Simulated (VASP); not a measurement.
# Mo (Im-3m) in VASP: further runs

The runs below take Mo through single point, with PBE.

Everything below comes from runs of VASP 6.6.1. Logs are shortened: lines on timing, memory, paths and dates and some standing lists are left out, and cuts for length are marked.

### 1 The undisturbed crystal

Symmetry: Im-3m, No. 229, cubic system. The conventional cell has a = 3.168 Å, b = 3.168 Å, c = 3.168 Å, α = 90.00°, β = 90.00°, γ = 90.00°. Mo (site symmetry m-3m) has 8 Mo at 2.74 Å as nearest neighbours.

### 2 Single point, PBE (grid = ENCUT=280 dk=0.35 cell=3x3x3 ISMEAR=1 SIGMA=0.1 LREAL=Auto EDIFF=1e-06)

Contents of INCAR:

```
PREC = Accurate ; ENCUT = 280
EDIFF = 1E-6 ; ISMEAR = 1
SIGMA = 0.1 ; LREAL = Auto
LASPH = True ; NELM = 120
ALGO = Fast ; ISIF = 2
LWAVE = False ; LCHARG = False
GGA = PE ; NBANDS = 208
```

Contents of KPOINTS:

```
regular mesh
0
Gamma
  3 3 3
```

Contents of POSCAR:

```
Mo
1.0
   -4.7514269157      4.7514269157      4.7514269157
    4.7514269157     -4.7514269157      4.7514269157
    4.7514269157      4.7514269157     -4.7514269157
Mo
26
Direct
    0.0000000000      0.0000000000      0.3333333333
    0.0000000000      0.0000000000      0.6666666667
    0.0000000000      0.3333333333      0.0000000000
    0.0000000000      0.3333333333      0.3333333333
    0.0000000000      0.3333333333      0.6666666667
    0.0000000000      0.6666666667      0.0000000000
    0.0000000000      0.6666666667      0.3333333333
    0.0000000000      0.6666666667      0.6666666667
    0.3333333333      0.0000000000      0.0000000000
    0.3333333333      0.0000000000      0.3333333333
    0.3333333333      0.0000000000      0.6666666667
    0.3333333333      0.3333333333      0.0000000000
    0.3333333333      0.3333333333      0.3333333333
    0.3333333333      0.3333333333      0.6666666667
    0.3333333333      0.6666666667      0.0000000000
    0.3333333333      0.6666666667      0.3333333333
    0.3333333333      0.6666666667      0.6666666667
    0.6666666667      0.0000000000      0.0000000000
    0.6666666667      0.0000000000      0.3333333333
    0.6666666667      0.0000000000      0.6666666667
    0.6666666667      0.3333333333      0.0000000000
    0.6666666667      0.3333333333      0.3333333333
    0.6666666667      0.3333333333      0.6666666667
    0.6666666667      0.6666666667      0.0000000000
    0.6666666667      0.6666666667      0.3333333333
    0.6666666667      0.6666666667      0.6666666667
```

Potentials or basis: VASP PAW PBE potentials, release 64 (Mo_sv).

Started as:

```sh
> cat potpaw_PBE.64/Mo_sv/POTCAR > POTCAR
> mpirun -np 1 vasp_std > vasp.out
```

OUTCAR:

```text
PREC = Accurate
   ENCUT = 280
   EDIFF = 1E-6
   ISMEAR = 1
   LREAL = Auto
   LASPH = True
   NELM = 120
   ISIF = 2
   GGA = PE

 Found      4 irreducible k-points:

 Following reciprocal coordinates:
            Coordinates               Weight
  0.000000  0.000000  0.000000      1.000000
  0.333333  0.000000  0.000000     12.000000
  0.333333  0.333333  0.000000      8.000000
 -0.333333  0.333333  0.333333      6.000000
   k-points           NKPTS =      4   k-points in BZ     NKDIM =      4   number of bands    NBANDS=    208
   number of dos      NEDOS =    301   number of ions     NIONS =     26
   total plane-waves  NPLWV = 110592
   dimension x,y,z NGX =    48 NGY =   48 NGZ =   48
   dimension x,y,z NGXF=    96 NGYF=   96 NGZF=   96
   ions per type =              26
   NGX,Y,Z   is equivalent  to a cutoff of   9.70,  9.70,  9.70 a.u.
   NGXF,Y,Z  is equivalent  to a cutoff of  19.39, 19.39, 19.39 a.u.
 SYSTEM =  unknown system
   PREC   = accura    normal or accurate (medium, high low for compatibility)
   ISTART =      0    job   : 0-new  1-cont  2-samecut
   ICHARG =      2    charge: 1-file 2-atom 10-const
   ISPIN  =      1    spin polarized calculation?
   LNONCOLLINEAR =      F non collinear calculations
   LSORBIT =      F    spin-orbit coupling
   LASPH  =      T    aspherical Exc in radial PAW
   ENCUT  =  280.0 eV  20.58 Ry    4.54 a.u.  11.23 11.23 11.23*2*pi/ulx,y,z
   NELM   =    120;   NELMIN=  2; NELMDL= -5     # of ELM steps
   EDIFF  = 0.1E-05   stopping-criterion for ELM
   LREAL  =      T    real-space projection
   EDIFFG = 0.1E-04   stopping-criterion for IOM
   NSW    =      0    number of steps for IOM
   IBRION =     -1    ionic relax: 0-MD 1-quasi-New 2-CG
   NFREE  =      0    steps in history (QN), initial steepest desc. (CG)
   ISIF   =      2    stress and relaxation
   ISYM   =      2    0-nonsym 1-usesym 2-fastsym
   POTIM  = 0.5000    time-step for ionic-motion
   TEBEG  =    0.0;   TEEND  =   0.0 temperature during run
   PSTRESS=    0.0 pullay stress
   NELECT =     364.0000    total number of electrons
   NUPDOWN=      -1.0000    fix difference up-down
   EMIN   =  10.00;   EMAX   =-10.00  energy-range for DOS
   EFERMI =   0.00;   METHOD = LEGACY
   ISMEAR =     1;   SIGMA  =   0.10  broadening in eV -4-tet -1-fermi 0-gaus
   EFERMI_NEDOS =   21; number of points for ismear=-14 and -15
   IALGO  =     68    algorithm
   IMIX   =      4    mixing-type and parameters
     AMIX     =   0.40;   BMIX     =  1.00
     AMIX_MAG =   1.60;   BMIX_MAG =  1.00
  volume/ion in A,a.u.               =      16.50       111.37
  Fermi-wavevector in a.u.,A,eV,Ry     =   1.549760  2.928623 32.677894  2.401757
  Thomas-Fermi vector in A             =   2.654521
   LORBIT       =      0    0 simple, 1 ext, 2 COOP (PROOUT), +10 PAW based schemes
   GGA     = PE    functional components
   LHFCALC =     F    Hartree Fock is set to
   AEXX    =    0.0000 exact exchange contribution
   IVDW    =     0    specifies the selected vdW correction
   LEPSILON=     F    determine dielectric tensor
   LRPA    =     F    only Hartree local field effects (RPA)
 non-spin polarized calculation
 RMM-DIIS sequential band-by-band and
 Methfessel and Paxton  Order N= 1 SIGMA  =   0.10
  energy-cutoff  :      280.00
  volume of cell :      429.07
 maximum number of plane-waves:      4585
 NGX is ok and might be reduce to    48
   NGX = 23   NGY = 23   NGZ = 23

 number of electron     364.0000017 magnetization

 Free energy of the ion-electron system (eV)
  ---------------------------------------------------
  ext. energy  EPLUGINS =         0.00000000
  ---------------------------------------------------
  free energy    TOTEN  =      -281.53765808 eV

  energy without entropy =     -281.57034762  energy(sigma->0) =     -281.54855459

 E-fermi :  11.5187     XC(G=0): -13.0405

 val. band max:       11.4407808967   @ k =   0.3333   0.0000   0.0000
 cond. band min:      11.6109494056   @ k =   0.3333   0.3333   0.0000
 fundamental gap:      0.1701685090
 Fermi energy:        11.5187329485

 k-point     1 :       0.0000    0.0000    0.0000
  band No.  band energies     occupation
      1     -49.5717      2.00000
      2     -49.4483      2.00000
      3     -49.4483      2.00000
      4     -49.4483      2.00000
      5     -49.3961      2.00000
      6     -49.3961      2.00000
[... 186 lines left out ...]
    193      13.1344     -0.00000
    194      13.1374     -0.00000

 k-point     2 :       0.3333    0.0000    0.0000
  band No.  band energies     occupation
      1     -49.5476      2.00000
      2     -49.4877      2.00000
      3     -49.4547      2.00000
      4     -49.4468      2.00000
      5     -49.4029      2.00000
      6     -49.3980      2.00000
[... 186 lines left out ...]
    193      12.7773     -0.00000
    194      12.7906     -0.00000

 k-point     3 :       0.3333    0.3333    0.0000
  band No.  band energies     occupation
      1     -49.5139      2.00000
      2     -49.5139      2.00000
      3     -49.4846      2.00000
      4     -49.4159      2.00000
      5     -49.4159      2.00000
      6     -49.4133      2.00000
[... 186 lines left out ...]
    193      12.3706     -0.00000
    194      12.5839     -0.00000

 k-point     4 :      -0.3333    0.3333    0.3333
  band No.  band energies     occupation
      1     -49.5263      2.00000
      2     -49.4831      2.00000
      3     -49.4625      2.00000
      4     -49.4625      2.00000
      5     -49.4350      2.00000
      6     -49.3927      2.00000
[... 186 lines left out ...]
    193      12.0432     -0.00000
    194      12.0596     -0.00000
 [bands above 194 left out]

------------------------ aborting loop because EDIFF is reached ----------------------------------------

  FORCE on cell =-STRESS in cart. coord.  units (eV):
  Direction    XX          YY          ZZ          XY          YZ          ZX
  --------------------------------------------------------------------------------------
  -------------------------------------------------------------------------------------
  Total      -11.4947738    -11.4947738    -11.4947738      0.0000000      0.0000000     -0.0000000
  in kB      -42.9218923    -42.9218923    -42.9218923      0.0000000      0.0000000     -0.0000000
  external PRESSURE =     -42.9218923 kB  Pullay stress =       0.0000000 kB

 VOLUME and BASIS-vectors are now :
 -----------------------------------------------------------------------------
  energy-cutoff  :      280.00
  volume of cell :      429.07
      direct lattice vectors                 reciprocal lattice vectors
    -4.751426916  4.751426916  4.751426916     0.000000000  0.105231546  0.105231546
     4.751426916 -4.751426916  4.751426916     0.105231546  0.000000000  0.105231546
     4.751426916  4.751426916 -4.751426916     0.105231546  0.105231546  0.000000000

 POSITION                                       TOTAL-FORCE (eV/Angst)
 -----------------------------------------------------------------------------------
      1.58381      1.58381     -1.58381        -0.045667     -0.045667      0.045667
      3.16762      3.16762     -3.16762         0.045667      0.045667     -0.045667
      1.58381     -1.58381      1.58381        -0.045667      0.045667     -0.045667
      3.16762      0.00000      0.00000        -0.248518     -0.000000      0.000000
      4.75143      1.58381     -1.58381        -0.000000      0.143141     -0.143141
      3.16762     -3.16762      3.16762         0.045667     -0.045667      0.045667
[... 18 lines left out ...]
      1.58381      1.58381      4.75143         0.143141      0.143141     -0.000000
      3.16762      3.16762      3.16762         0.045667      0.045667      0.045667
 -----------------------------------------------------------------------------------
    total drift:                                0.000000      0.000000      0.000000

  FREE ENERGIE OF THE ION-ELECTRON SYSTEM (eV)
  ---------------------------------------------------
  free  energy   TOTEN  =      -281.5376580788 eV

  energy  without entropy=     -281.5703476158  energy(sigma->0) =     -281.54855459
```

Run time: 8.1 min. Hardware: 1 thread of Intel Xeon Platinum 8259CL at 2.50GHz (Skylake/Cascade Lake), shared host; peak memory 0.39 GiB.

These settings aren't checked as converged: the numbers below hold their error.

Results:

```
Free energy            : -281.5377 eV
Largest force          : 0.249 eV/Å
Band gap on the k mesh : none (metal or under the smearing width)
```

Caveat: the cutoff is under 1.25 times the usual one of these potentials, so pressure, stress and relaxed cells hold a basis-set (Pulay) error.

### 3 Single point, PBE (grid = ENCUT=340 dk=0.35 cell=3x3x3 ISMEAR=1 SIGMA=0.1 LREAL=Auto EDIFF=1e-06)

Changes to INCAR since step 2:

```diff
@@ -1,2 +1,2 @@
-PREC = Accurate ; ENCUT = 280
+PREC = Accurate ; ENCUT = 340
 EDIFF = 1E-6 ; ISMEAR = 1
```

KPOINTS is that of step 2.

POSCAR is that of step 2.

Potentials or basis: VASP PAW PBE potentials, release 64 (Mo_sv).

Started as:

```sh
> cat potpaw_PBE.64/Mo_sv/POTCAR > POTCAR
> mpirun -np 1 vasp_std > vasp.out
```

It took 9 min on 1 thread of Intel Xeon Platinum 8259CL at 2.50GHz (Skylake/Cascade Lake), shared host; peak memory 0.42 GiB.

The run converged, but some of its settings lie outside the range that counts as converged, so its numbers aren't taken as properties of the crystal.

What came out:

| Quantity | Value |
| --- | --- |
| Free energy | -281.4585 eV |
| Pressure | -5.4 GPa |
| Largest force | 0.247 eV/Å |
| Band gap on the k mesh | none (metal or under the smearing width) |

### 4 Single point, PBE (grid = ENCUT=400 dk=0.35 cell=3x3x3 ISMEAR=1 SIGMA=0.1 LREAL=False EDIFF=1e-06)

Contents of INCAR:

```
PREC = Accurate ; ENCUT = 400
EDIFF = 1E-6 ; ISMEAR = 1
SIGMA = 0.1 ; LREAL = False
LASPH = True ; NELM = 120
ALGO = Fast ; ISIF = 2
LWAVE = False ; LCHARG = False
GGA = PE ; NBANDS = 208
```

KPOINTS is that of step 3.

POSCAR is that of step 3.

Started as:

```sh
> cat potpaw_PBE.64/Mo_sv/POTCAR > POTCAR
> mpirun -np 1 vasp_std > vasp.out
```

Wall time 10 min (1 thread of Intel Xeon Platinum 8259CL at 2.50GHz (Skylake/Cascade Lake), shared host); peak memory 0.47 GiB.

The run converged, but some of its settings lie outside the range that counts as converged, so its numbers aren't taken as properties of the crystal.

What came out:

```yaml
Free_energy: -281.5018 eV
Pressure: -4.9 GPa
Largest_force: 0.247 eV/Å
Band_gap_on_the_k_mesh: none (metal or under the smearing width)
```

### 5 Single point, PBE (grid = ENCUT=400 dk=0.35 cell=3x3x3 ISMEAR=1 SIGMA=0.02 LREAL=Auto EDIFF=1e-06)

Changes to INCAR since step 4:

```diff
@@ -2,3 +2,3 @@
 EDIFF = 1E-6 ; ISMEAR = 1
-SIGMA = 0.1 ; LREAL = False
+SIGMA = 0.02 ; LREAL = Auto
 LASPH = True ; NELM = 120
```

KPOINTS is that of step 4.

POSCAR is that of step 4.

Started as:

```sh
> cat potpaw_PBE.64/Mo_sv/POTCAR > POTCAR
> mpirun -np 1 vasp_std > vasp.out
```

Run time: 13 min. Hardware: 1 thread of Intel Xeon Platinum 8259CL at 2.50GHz (Skylake/Cascade Lake), shared host; peak memory 0.48 GiB.

These settings aren't checked as converged: the numbers below hold their error.

Results:

| Quantity | Value |
| --- | --- |
| Free energy | -281.5215 eV |
| Pressure | -4.9 GPa |
| Largest force | 0.247 eV/Å |
| Band gap on the k mesh | none (metal or under the smearing width) |

### 6 Single point, PBE (grid = ENCUT=460 dk=0.35 cell=3x3x3 ISMEAR=1 SIGMA=0.1 LREAL=Auto EDIFF=1e-06)

Contents of INCAR:

```
PREC = Accurate ; ENCUT = 460
EDIFF = 1E-6 ; ISMEAR = 1
SIGMA = 0.1 ; LREAL = Auto
LASPH = True ; NELM = 120
ALGO = Fast ; ISIF = 2
LWAVE = False ; LCHARG = False
GGA = PE ; NBANDS = 208
```

KPOINTS is that of step 5.

POSCAR is that of step 5.

Potentials or basis: VASP PAW PBE potentials, release 64 (Mo_sv).

Started as:

```sh
> cat potpaw_PBE.64/Mo_sv/POTCAR > POTCAR
> mpirun -np 1 vasp_std > vasp.out
```

Run time: 16 min. Hardware: 1 thread of Intel Xeon Platinum 8259CL at 2.50GHz (Skylake/Cascade Lake), shared host; peak memory 0.59 GiB.

The run converged, but some of its settings lie outside the range that counts as converged, so its numbers aren't taken as properties of the crystal.

Results:

| Item | Value |
| --- | --- |
| Free energy | -281.5550 eV |
| Pressure | -4.1 GPa |
| Largest force | 0.247 eV/Å |
| Band gap on the k mesh | none (metal or under the smearing width) |

### 7 For comparison

An earlier run on the cell as given: functional PBE; potentials or basis VASP PAW PBE potentials, release 64 (Mo_sv); cutoff 520 eV; k mesh 12 × 12 × 12; occupations fermi-dirac, width 0.05 eV; no spin polarisation.

* Pressure: -1.4 GPa
* Band gap on the k mesh: none (metal or under the smearing width)
